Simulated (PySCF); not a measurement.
# PbSe (Clausthalite) in PySCF: convergence with k mesh

Crystal: PbSe (Clausthalite).

```
Pb Se
1.0
     0.00000    3.06065    3.06065
     3.06065    0.00000    3.06065
     3.06065    3.06065    0.00000
Pb Se
1 1
Cartesian
  0.0000 0.0000 0.0000
  3.0606 3.0606 3.0606
```

| Quantity | Value |
| --- | --- |
| Program | PySCF 2.14.0 |
| Task | convergence study |
| Functional | LDA |
| Potentials or basis | DZVP-MOLOPT-SR/GTH-PBE (potentials made for PBE) |
| k mesh | 2 × 2 × 2 |
| Occupations | fermi-dirac, width 0.05 eV |
| Spin | no spin polarisation |

These are the settings of the first run; the series varies k mesh, with any setting tied to it.

Hardware: 2 threads of Intel(R) Xeon(R) 6975P-C (Granite Rapids) (shared host).

```csv
k mesh,"energy less the tightest run, at zero smearing (meV/atom)",SCF cycles,CPU time (s),peak memory (GiB)
2 × 2 × 2,821.25,7,16,0.24
3 × 3 × 3,-62.48,5,17,0.46
4 × 4 × 4,5.78,5,28,0.89
5 × 5 × 5,-5.29,5,78,1.6
6 × 6 × 6,0.00,5,270,3.9
```

Not settled before the last step: the energy (to 1 meV/atom). Meshes of other sizes hit other points, so gaps and Fermi surfaces needn't settle smoothly. The tightest run that finished is the yardstick and may itself not be fully converged.

Caveat, for the tightest run too: spin-orbit coupling is left out, which as a rule narrows the gap of such compounds by several tenths of an eV; the basis of atomic orbitals isn't converged, which shifts pressures, moduli and gaps.
